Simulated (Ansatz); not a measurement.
Turn this script for the Ansatz DFT code, driven from Python into the input file that the command-line program reads.

The cells in order, each with its output:

```python
import ansatz as az
from ase import Atoms
import numpy as np
```

```python
atoms = Atoms(
    ['Cd', 'S'],
    scaled_positions=[
        [0.0, 0.0, 0.0],
        [0.5, 0.5, 0.5],
    ],
    cell=[
        [0.0, 2.753244, 2.753244],
        [2.753244, 0.0, 2.753244],
        [2.753244, 2.753244, 0.0],
    ],
    pbc=True,
)
cds = az.Crystal.from_ase(atoms)

cds.resolved().sites[-1]
```

    Site(symbol='S', position=(0.5, 0.5, 0.5), moment=None, axis=None, held=None, saved=None)

```python
calc = (
    cds.calculation()
    .functional(az.Functional.PBESOL)
    .basis(380)
    .occupations('fixed')
    .mixing('broyden', beta=0.5)
    .scf(max_iterations=80)
    .kpoints(7, 7, 7)
)
res = calc.elastic('relaxed_ion').run(threads=1)
elastic = res.elastic
```

    DeckWarning: basis.ecutwfc = 380 eV is below the records' recommended 420 eV, and the density's cutoff is lower with it unless basis.ecutrho_ratio is high enough to keep the records' density cutoff: compare with a run at a higher cutoff

```python
print('C_ij (GPa), Voigt order xx yy zz yz xz xy')
for row in elastic.c_gpa:
    print(' '.join(f'{value:8.1f}' for value in row))
print('smallest eigenvalue of C:', round(elastic.stability.min_eigenvalue_gpa, 1), 'GPa; tensor positive definite:', elastic.stability.min_eigenvalue_gpa > 0)
# averaged moduli need a positive definite tensor
if elastic.stability.min_eigenvalue_gpa > 0:
    m = elastic.moduli
    anisotropy = 5 * m.g_voigt_gpa / m.g_reuss_gpa + m.k_voigt_gpa / m.k_reuss_gpa - 6
    print(f'Voigt K {m.k_voigt_gpa:.1f} G {m.g_voigt_gpa:.1f}; Reuss K {m.k_reuss_gpa:.1f} G {m.g_reuss_gpa:.1f}; universal anisotropy index {anisotropy:.3f}')
```

    C_ij (GPa), Voigt order xx yy zz yz xz xy
       101.2     43.4     43.4      0.0     -0.0      0.0
        43.4    101.2     43.4     -0.0      0.0      0.0
        43.4     43.4    101.2      0.0      0.0      0.0
        -0.0      0.0      0.0     33.9     -0.0     -0.0
        -0.0      0.0      0.0      0.0     33.9      0.0
        -0.0      0.0     -0.0     -0.0      0.0     33.9
    smallest eigenvalue of C: 33.9 GPa; tensor positive definite: True
    Voigt K 62.7 G 31.9; Reuss K 62.7 G 31.7; universal anisotropy index 0.030

`input.yaml`:
```yaml
crystal:
  lattice:
    - [0.0, 2.753244, 2.753244]
    - [2.753244, 0.0, 2.753244]
    - [2.753244, 2.753244, 0.0]
  atoms:
    - { symbol: Cd, position: [0.0, 0.0, 0.0] }
    - { symbol: S, position: [0.5, 0.5, 0.5] }
basis:
  ecutwfc: 380.0
kpoints:
  mp_grid:
    grid: [7, 7, 7]
hamiltonian:
  xc: pbesol
scf:
  max_iter: 80
  mixing:
    algorithm: broyden
    beta: 0.5
  occupations:
    method: fixed
elastic:
  mode: relaxed_ion
```

These settings explore the input space; cutoff and mesh may be short of convergence. The cutoff lies under the one recommended for these potentials. Under the recommended cutoff a pressure can be off by several GPa, even in sign. With fixed filling the reported Fermi level is the top filled level among the k-points of the SCF. A positive definite tensor excludes instabilities under uniform strain alone; phonons elsewhere in the zone can still be imaginary. This is a high-temperature or high-pressure form, not the ambient phase. The structure comes from a database of computed cells and needn't be a stable or known phase. Warnings are shown shortened and without file and line. The constants belong to the cell that was strained; where it wasn't relaxed first it may be under stress. Finished in 20 s on 1 thread of Intel(R) Xeon(R) Platinum 8259CL CPU @ 2.50GHz (Skylake/Cascade Lake) (shared host), peak memory 0.44 GiB.

(A comment or docstring line of the script was reworded after the run, the code is as it ran; lines on the test bed's own set-up are left out of the output.)
